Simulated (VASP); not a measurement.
# Te2Pt (Moncheite) (P-3m1) in VASP: notebook

Aim: see how the results for Te2Pt (Moncheite) move with the level of theory and the settings. Levels: r2SCAN, PBE. Tasks: band structure, density of states.

Program: VASP 6.6.1. These are calculated values, not measurements. Logs are shortened: lines on timing, memory, paths and dates and some standing lists are left out, and cuts for length are marked.

### 1 The structure

It takes space group P-3m1 (No. 164, trigonal). Conventional cell: a = 4.051 Å, b = 4.051 Å, c = 5.078 Å, α = 90.00°, β = 90.00°, γ = 120.00°. Around Te (site symmetry 3m) lie 3 Pt at 2.71 Å. Pt (site symmetry -3m) is surrounded by 6 Te at 2.71 Å.

### 2 Band structure, r2SCAN

Input file INCAR:

```
PREC     = Accurate       # precision mode
ENCUT    = 520            # plane-wave cutoff, eV
EDIFF    = 1E-7           # SCF threshold, eV
ISMEAR   = 1              # smearing method
SIGMA    = 0.1            # smearing width, eV
LREAL    = False          # projectors in reciprocal space
LASPH    = True           # aspherical terms in the spheres
NELM     = 80             # most SCF steps
ALGO     = Normal         # electronic algorithm
ISIF     = 2              # what is computed and relaxed
LWAVE    = False          # write WAVECAR
LCHARG   = False          # write CHGCAR
LMAXMIX  = 4              # l up to which the mixer works
METAGGA  = R2SCAN         # meta-GGA
LMIXTAU  = True
```

Input file KPOINTS:

```
regular mesh
0
Gamma
  12 12 7
```

Input file POSCAR:

```
Te2Pt                                   
1.0
    4.0505954246     -0.0000000000      0.0000000000
   -2.0252977122      3.5079185382     -0.0000000000
    0.0000000000      0.0000000000      5.0784466179
  Te              Pt            
     2     1
Direct
     0.3333333332999970    0.6666666667000030    0.2677311677659605
     0.6666666667000030    0.3333333332999970    0.7322688322340395
     0.0000000000000000    0.0000000000000000    1.0000000000000000
```

Input file KPOINTS_OPT:

```
explicit points
258
Reciprocal
 0.0000000000  0.0000000000  0.0000000000 1
 0.0263157895  0.0000000000  0.0000000000 1
 0.0526315789  0.0000000000  0.0000000000 1
 0.0789473684  0.0000000000  0.0000000000 1
 0.1052631579  0.0000000000  0.0000000000 1
 0.1315789474  0.0000000000  0.0000000000 1
[... 250 lines left out ...]
 0.5000000000  0.0000000000  0.0289717700 1
 0.5000000000  0.0000000000 -0.0289717700 1
```

Potentials or basis: VASP PAW PBE potentials, release 64 (Te, Pt).

The run is started by

```bash
> cat potpaw_PBE.64/Te/POTCAR potpaw_PBE.64/Pt/POTCAR > POTCAR
> mpirun -np 1 vasp_std > vasp.out
```

OUTCAR:

```text
PREC = Accurate
   ENCUT = 520
   EDIFF = 1E-7
   ISMEAR = 1
   LREAL = False
   LASPH = True
   NELM = 80
   ISIF = 2
   METAGGA = R2SCAN

 ion  position               nearest neighbor table
   1  0.333  0.667  0.268-   3 2.71   3 2.71   3 2.71   2 3.32   2 3.32   2 3.32   2 3.59   2 3.59
                             2 3.59
   2  0.667  0.333  0.732-   3 2.71   3 2.71   3 2.71   1 3.32   1 3.32   1 3.32   1 3.59   1 3.59
                             1 3.59
   3  0.000  0.000  0.000-   1 2.71   2 2.71   1 2.71   2 2.71   2 2.71   1 2.71

  LATTYP: Found a hexagonal cell.
 ALAT       =     4.0505954246
 C/A-ratio  =     1.2537531117

  Lattice vectors:

 A1 = (   4.0505954246,   0.0000000000,   0.0000000000)
 A2 = (  -2.0252977122,   3.5079185382,   0.0000000000)
 A3 = (   0.0000000000,   0.0000000000,   5.0784466179)

Analysis of symmetry for initial positions (statically):
=====================================================================
 Subroutine PRICEL returns:
 Original cell was already a primitive cell.

 Routine SETGRP: Setting up the symmetry group for a
 hexagonal supercell.

 Subroutine GETGRP returns: Found 12 space group operations
 (whereof 12 operations were pure point group operations)
 out of a pool of 24 trial point group operations.

The static configuration has the point symmetry D_3d.

Analysis of symmetry for dynamics (positions and initial velocities):
=====================================================================
 Subroutine PRICEL returns:
 Original cell was already a primitive cell.

 Routine SETGRP: Setting up the symmetry group for a
 hexagonal supercell.

 Subroutine GETGRP returns: Found 12 space group operations
 (whereof 12 operations were pure point group operations)
 out of a pool of 24 trial point group operations.

The dynamic configuration has the point symmetry D_3d.

 Subroutine INISYM returns: Found 12 space group operations
 (whereof 12 operations are pure point group operations),
 and found     1 'primitive' translations

----------------------------------------------------------------------------------------

                                     Primitive cell

  volume of cell :      72.1605

  direct lattice vectors                    reciprocal lattice vectors
     4.050595425  0.000000000  0.000000000     0.246877285  0.142534667  0.000000000
    -2.025297712  3.507918538  0.000000000     0.000000000  0.285069334  0.000000000
     0.000000000  0.000000000  5.078446618     0.000000000  0.000000000  0.196910606

  length of vectors
     4.050595425  4.050595425  5.078446618     0.285069334  0.285069334  0.196910606

  position of ions in fractional coordinates (direct lattice)
     0.333333333  0.666666667  0.267731168
     0.666666667  0.333333333  0.732268832
     0.000000000  0.000000000  0.000000000

  ion indices of the primitive-cell ions
   primitive index   ion index
                 1           1
                 2           2
                 3           3

----------------------------------------------------------------------------------------

 KPOINTS: regular mesh

Automatic generation of k-mesh.
 Grid dimensions read from file:
 generate k-points for:   12   12    7

 Generating k-lattice:

  Cartesian coordinates                     Fractional coordinates (reciprocal lattice)
     0.020573107  0.011877889  0.000000000     0.083333333  0.000000000  0.000000000
     0.000000000  0.023755778  0.000000000     0.000000000  0.083333333  0.000000000
     0.000000000  0.000000000  0.028130087     0.000000000  0.000000000  0.142857143

  Length of vectors
     0.023755778  0.023755778  0.028130087

  Shift w.r.t. Gamma in fractional coordinates (k-lattice)
     0.000000000  0.000000000  0.000000000

 Subroutine IBZKPT returns following result:
 ===========================================

 Found    112 irreducible k-points:

 Following reciprocal coordinates:
            Coordinates               Weight
  0.000000  0.000000  0.000000      1.000000
  0.083333 -0.000000  0.000000      6.000000
  0.166667 -0.000000  0.000000      6.000000
  0.250000  0.000000  0.000000      6.000000
  0.333333 -0.000000  0.000000      6.000000
  0.416667 -0.000000  0.000000      6.000000
[... 16 lines left out ...]
  0.166667 -0.000000  0.142857      6.000000
  0.000000  0.166667  0.142857      6.000000
 [... further k-points ...]
   k-points           NKPTS =    112   k-points in BZ     NKDIM =    112   number of bands    NBANDS=     15
   number of dos      NEDOS =    301   number of ions     NIONS =      3
   total plane-waves  NPLWV =  36000
   dimension x,y,z NGX =    30 NGY =   30 NGZ =   40
   dimension x,y,z NGXF=    60 NGYF=   60 NGZF=   80
   ions per type =               2   1
   NGX,Y,Z   is equivalent  to a cutoff of  12.31, 12.31, 13.09 a.u.
   NGXF,Y,Z  is equivalent  to a cutoff of  24.63, 24.63, 26.19 a.u.
 SYSTEM =  unknown system
[... 72 lines left out ...]
      6       4.8583      2.00000
      7       4.8583      2.00000
      8       5.9425      2.00000
      9       8.2265      2.00000
     10       8.2265      2.00000
     11       9.5603     -0.00000
     12       9.5603     -0.00000
     13      10.4874     -0.00000
     14      11.7524      0.00000
     15      13.4859      0.00000

 k-point     2 :       0.0833   -0.0000    0.0000
  band No.  band energies     occupation
      1      -5.8276      2.00000
      2      -2.0704      2.00000
      3       1.7833      2.00000
      4       2.8695      2.00000
      5       2.9060      2.00000
      6       4.7995      2.00000
      7       4.8210      2.00000
      8       5.8525      2.00000
      9       7.6340      2.00000
     10       7.9201      2.00000
     11       9.1220     -0.00006
     12       9.8434     -0.00000
     13      10.8337      0.00000
     14      12.2065      0.00000
     15      13.7944      0.00000

 k-point     3 :       0.1667   -0.0000    0.0000
  band No.  band energies     occupation
      1      -5.5960      2.00000
      2      -2.2307      2.00000
      3       2.0493      2.00000
      4       2.9926      2.00000
      5       3.1189      2.00000
      6       4.5579      2.00000
      7       4.7289      2.00000
      8       5.5366      2.00000
      9       6.7698      2.00000
     10       7.3327      2.00000
     11       8.4159      2.00000
     12      10.3582     -0.00000
     13      10.9103      0.00000
     14      13.0241      0.00000
     15      13.8568      0.00000

 k-point     4 :       0.2500    0.0000    0.0000
  band No.  band energies     occupation
      1      -5.2279      2.00000
      2      -2.4677      2.00000
      3       2.4566      2.00000
      4       3.1749      2.00000
      5       3.3082      2.00000
      6       4.0348      2.00000
      7       4.6345      2.00000
      8       5.2121      2.00000
      9       6.3246      2.00000
     10       6.7027      2.00000
     11       7.6182      2.00000
     12      10.5090     -0.00000
     13      10.8559      0.00000
     14      13.0038      0.00000
     15      14.5038      0.00000
[... 307 lines left out ...]
 k-point    22 :       0.0000    0.0833    0.1429
  band No.  band energies     occupation
      1      -5.7170      2.00000
      2      -2.4520      2.00000
      3       2.1469      2.00000
      4       2.8618      2.00000
      5       3.0415      2.00000
      6       4.7567      2.00000
      7       4.8238      2.00000
      8       5.8753      2.00000
      9       7.2428      2.00000
     10       8.2181      2.00000
     11       9.3906     -0.00000
     12       9.7503     -0.00000
     13      10.3560     -0.00000
     14      12.4537      0.00000
     15      13.6346      0.00000

 k-point    23 :       0.1667   -0.0000    0.1429
  band No.  band energies     occupation
      1      -5.4847      2.00000
      2      -2.5544      2.00000
      3       2.2406      2.00000
      4       3.0785      2.00000
      5       3.2642      2.00000
      6       4.6281      2.00000
      7       4.6529      2.00000
      8       5.6748      2.00000
      9       7.0283      2.00000
     10       7.0593      2.00000
     11       7.5671      2.00000
     12      10.9916      0.00000
     13      11.0244      0.00000
     14      13.2609      0.00000
     15      14.1892      0.00000

 k-point    24 :       0.0000    0.1667    0.1429
  band No.  band energies     occupation
      1      -5.4930      2.00000
      2      -2.5071      2.00000
      3       2.1051      2.00000
      4       2.9460      2.00000
      5       3.4269      2.00000
      6       4.3675      2.00000
      7       4.7555      2.00000
      8       5.5025      2.00000
      9       6.7535      2.00000
     10       7.7945      2.00000
     11       9.2624     -0.00000
     12       9.5539     -0.00000
     13      10.2098     -0.00000
     14      12.8645      0.00000
     15      13.5463      0.00000

 [... further k-points ...]

------------------------ aborting loop because EDIFF is reached ----------------------------------------

  FORCE on cell =-STRESS in cart. coord.  units (eV):
  Direction    XX          YY          ZZ          XY          YZ          ZX
  --------------------------------------------------------------------------------------
  -------------------------------------------------------------------------------------
  Total        0.8190327      0.8190327      1.3382820      0.0000000      0.0000000      0.0000000
  in kB       18.1849691     18.1849691     29.7138515      0.0000000      0.0000000      0.0000000
  external PRESSURE =      22.0279299 kB  Pullay stress =       0.0000000 kB

 VOLUME and BASIS-vectors are now :
 -----------------------------------------------------------------------------
  energy-cutoff  :      520.00
  volume of cell :       72.16
      direct lattice vectors                 reciprocal lattice vectors
     4.050595425  0.000000000  0.000000000     0.246877285  0.142534667  0.000000000
    -2.025297712  3.507918538  0.000000000     0.000000000  0.285069334  0.000000000
     0.000000000  0.000000000  5.078446618     0.000000000  0.000000000  0.196910606

 POSITION                                       TOTAL-FORCE (eV/Angst)
 -----------------------------------------------------------------------------------
     -0.00000      2.33861      1.35966        -0.000000     -0.000000     -0.188509
      2.02530      1.16931      3.71879         0.000000      0.000000      0.188509
      0.00000      0.00000      0.00000         0.000000      0.000000      0.000000
 -----------------------------------------------------------------------------------
    total drift:                                0.000000     -0.000000      0.000000

  FREE ENERGIE OF THE ION-ELECTRON SYSTEM (eV)
  ---------------------------------------------------
  free  energy   TOTEN  =      -103.5946357624 eV

  energy  without entropy=     -103.5953860512  energy(sigma->0) =     -103.59488586
```

Run time: 8.3 min. Hardware: 1 thread of AMD EPYC 9R45 (Zen 5), shared host; peak memory 0.3 GiB.

Results:

```
Free energy             : -103.5946 eV
Pressure                : 2.2 GPa
Largest force           : 0.189 eV/Å
Band gap along the path : none (metal or under the smearing width)
```

Forces on the atoms (eV/Å):
```
Te   0.000  0.000 -0.189
Te   0.000  0.000  0.189
Pt   0.000  0.000  0.000
```

Levels at the corners of the path, in eV from the Fermi level:
| point | band 8 | band 9 | band 10 | band 11 | band 12 | band 13 | band 14 | band 15 |
| --- | --- | --- | --- | --- | --- | --- | --- | --- |
| Γ | -2.86 | -0.57 | -0.57 | 0.76 | 0.76 | 1.69 | 2.95 | 4.68 |
| M | -3.65 | -3.59 | -3.36 | -3.00 | 0.13 | 2.80 | 4.26 | 5.89 |
| M | -3.65 | -3.59 | -3.36 | -3.00 | 0.13 | 2.80 | 4.26 | 5.89 |
| K | -3.83 | -1.98 | -1.91 | -1.91 | -0.09 | -0.09 | 2.68 | 6.86 |
| K | -3.83 | -1.98 | -1.91 | -1.91 | -0.09 | -0.09 | 2.68 | 6.86 |
| Γ | -2.86 | -0.57 | -0.57 | 0.76 | 0.76 | 1.69 | 2.95 | 4.68 |
| Γ | -2.86 | -0.57 | -0.57 | 0.76 | 0.76 | 1.69 | 2.95 | 4.68 |
| A | -2.35 | -1.51 | -1.51 | -1.34 | 2.35 | 2.35 | 4.59 | 5.17 |
| A | -2.35 | -1.51 | -1.51 | -1.34 | 2.35 | 2.35 | 4.59 | 5.17 |
| L | -3.59 | -3.41 | -2.41 | -0.68 | 0.20 | 1.50 | 4.82 | 4.84 |
| L | -3.59 | -3.41 | -2.41 | -0.68 | 0.20 | 1.50 | 4.82 | 4.84 |
| H | -4.14 | -3.67 | -2.90 | -2.90 | 2.84 | 2.84 | 6.22 | 7.23 |
| H | -4.14 | -3.67 | -2.90 | -2.90 | 2.84 | 2.84 | 6.22 | 7.26 |
| A | -2.35 | -1.51 | -1.51 | -1.34 | 2.35 | 2.35 | 4.59 | 5.17 |
| L | -3.59 | -3.41 | -2.41 | -0.68 | 0.20 | 1.50 | 4.82 | 4.84 |
| M | -3.65 | -3.59 | -3.36 | -3.00 | 0.13 | 2.80 | 4.26 | 5.89 |
| K | -3.83 | -1.98 | -1.91 | -1.91 | -0.09 | -0.09 | 2.68 | 6.86 |
| H | -4.14 | -3.67 | -2.90 | -2.90 | 2.84 | 2.84 | 6.22 | 7.23 |

Caveat: the PAW data sets were made with another functional, which shifts forces and pressure a little; spin-orbit coupling is left out, which moves the levels of the heavy elements.

### 3 Band structure, PBE, spin-orbit coupling, no magnetisation

Changes to INCAR since step 2:

```diff
@@ -12,4 +12,7 @@
 LCHARG   = False          # write CHGCAR
+MAGMOM   = 0 0 0 0 0 0 0 0 0 # initial moments
+LORBIT   = 11             # projections on sites
+LSORBIT  = True           # spin-orbit coupling
+GGA_COMPAT= False        
 LMAXMIX  = 4              # l up to which the mixer works
-METAGGA  = R2SCAN         # meta-GGA
-LMIXTAU  = True
+GGA      = PE             # functional
```

Input file KPOINTS:

```
regular mesh
0
Gamma
  6 6 4
```

POSCAR is that of step 2.

KPOINTS_OPT is that of step 2.

Potentials or basis: VASP PAW PBE potentials, release 64 (Te, Pt).

The run is started by

```bash
> cat potpaw_PBE.64/Te/POTCAR potpaw_PBE.64/Pt/POTCAR > POTCAR
> mpirun -np 1 vasp_ncl > vasp.out
```

Run time: 5.7 min. Hardware: 1 thread of AMD EPYC 9R45 (Zen 5), shared host; peak memory 0.37 GiB.

It converged, with:

```yaml
Free_energy: -14.0305 eV
Pressure: 4.2 GPa
Largest_force: 0.111 eV/Å
Valence_electrons_inside_the_program's_atomic_spheres: Te 3.33; Pt 9.38
```

Forces on the atoms (eV/Å):
```
Te   0.000  0.000 -0.111
Te   0.000  0.000  0.111
Pt   0.000  0.000  0.000
```

Stress tensor (GPa, compression positive):
```
3.94 0.00 0.00
0.00 3.94 0.00
0.00 0.00 4.57
```

### 4 Density of states, PBE

POSCAR is that of step 3.

Input file INCAR.step1:

```
PREC     = Accurate       # precision mode
ENCUT    = 520            # plane-wave cutoff, eV
EDIFF    = 1E-7           # SCF threshold, eV
ISMEAR   = 1              # smearing method
SIGMA    = 0.1            # smearing width, eV
LREAL    = F              # projectors in reciprocal space
LASPH    = T              # aspherical terms in the spheres
NELM     = 80             # most SCF steps
ALGO     = Normal         # electronic algorithm
ISIF     = 2              # what is computed and relaxed
LWAVE    = F              # write WAVECAR
LCHARG   = T              # write CHGCAR
LMAXMIX  = 4              # l up to which the mixer works
GGA      = PE             # functional
```

Input file KPOINTS.step1:

```
Automatic mesh
0
Gamma
  12 12 7
```

Input file INCAR.step2:

```
PREC     = Accurate       # precision mode
ENCUT    = 520            # plane-wave cutoff, eV
EDIFF    = 1E-7           # SCF threshold, eV
ISMEAR   = -5             # smearing method
SIGMA    = 0.1            # smearing width, eV
LREAL    = F              # projectors in reciprocal space
LASPH    = T              # aspherical terms in the spheres
NELM     = 80             # most SCF steps
ALGO     = Normal         # electronic algorithm
ISIF     = 2              # what is computed and relaxed
LWAVE    = F              # write WAVECAR
LCHARG   = F              # write CHGCAR
LMAXMIX  = 4              # l up to which the mixer works
GGA      = PE             # functional
LORBIT   = 11             # projections on sites
NEDOS    = 2001           # points of the DOS
ICHARG   = 11             # starting density
```

Input file KPOINTS.step2:

```
Automatic mesh
0
Gamma
  18 18 11
```

The run is started by

```bash
> cat potpaw_PBE.64/Te/POTCAR potpaw_PBE.64/Pt/POTCAR > POTCAR
> cp INCAR.step1 INCAR
> cp KPOINTS.step1 KPOINTS
> mpirun -np 1 vasp_std > vasp.out
> cp INCAR.step2 INCAR
> cp KPOINTS.step2 KPOINTS
> mpirun -np 1 vasp_std > vasp.out
```

It took 2.2 min on 1 thread of AMD EPYC 9R45 (Zen 5), shared host; peak memory 0.48 GiB.

It converged, with:

| Property | Result |
| --- | --- |
| Valence electrons inside the program's atomic spheres | Te 3.33; Pt 9.38 |

Levels at points of the mesh, in eV from the Fermi level:
| k point | band 8 | band 9 | band 10 | band 11 | band 12 | band 13 | band 14 | band 15 |
| --- | --- | --- | --- | --- | --- | --- | --- | --- |
| (0.00, 0.00, 0.00) | -2.66 | -0.49 | -0.49 | 0.75 | 0.75 | 1.61 | 2.59 | 4.19 |
| (0.50, 0.00, 0.00) | -3.41 | -3.36 | -3.23 | -2.88 | 0.07 | 2.67 | 3.98 | 5.46 |

States per cell in windows of 1 eV (zero at the Fermi level; states under -8 eV left out):
```tsv
from (eV)	total	Pt3_d	Te1_p	Te2_p	Pt3_s	Pt3_p	Te1_d
-8.0	0.07	0.01	0.01	0.01	0.01	0.00	0.00
-7.0	1.91	0.37	0.25	0.25	0.20	0.03	0.00
-6.0	3.47	1.51	0.38	0.38	0.09	0.06	0.01
-5.0	2.95	1.55	0.23	0.23	0.08	0.05	0.01
-4.0	4.15	2.85	0.18	0.18	0.10	0.06	0.02
-3.0	2.55	1.04	0.29	0.29	0.04	0.14	0.01
-2.0	2.04	0.47	0.35	0.35	0.02	0.15	0.01
-1.0	0.83	0.15	0.16	0.16	0.01	0.06	0.01
0.0	1.60	0.47	0.24	0.24	0.02	0.04	0.02
1.0	1.77	0.41	0.34	0.34	0.03	0.04	0.02
2.0	0.70	0.15	0.15	0.15	0.02	0.01	0.01
3.0	1.17	0.08	0.09	0.09	0.21	0.04	0.06
4.0	1.58	0.08	0.12	0.12	0.19	0.08	0.08
5.0	1.10	0.07	0.06	0.06	0.05	0.04	0.07
6.0	0.11	0.01	0.01	0.01	0.00	0.00	0.01
```

Caveat: tetrahedron occupations give inexact forces and stress in metals. The run has no spin-orbit coupling, so splittings on Pt, Te are missing.

### 5 Overview

```tsv
task	level	spin	k mesh	k mesh for the DOS	occupations for the DOS	pressure (GPa)	largest force (eV/Å)
band structure	r2SCAN	off	12 × 12 × 7	-	-	2.2	0.19
band structure	PBE	SOC, no magnetisation	6 × 6 × 4	-	-	4.2	0.11
density of states	PBE	off	12 × 12 × 7	18 × 18 × 11	tetrahedron	-	-
```

Alike in all rows: potentials or basis VASP PAW PBE potentials, release 64 (Te, Pt); cell as given; cutoff (eV) 520; smearing methfessel-paxton 0.1 eV.

Caveats: the PAW data sets were made with another functional, which shifts forces and pressure a little (some runs); spin-orbit coupling is left out, which moves the levels of the heavy elements (some runs); tetrahedron occupations give inexact forces and stress in metals (some runs).

Absolute energies hang on the potentials; compare differences alone.
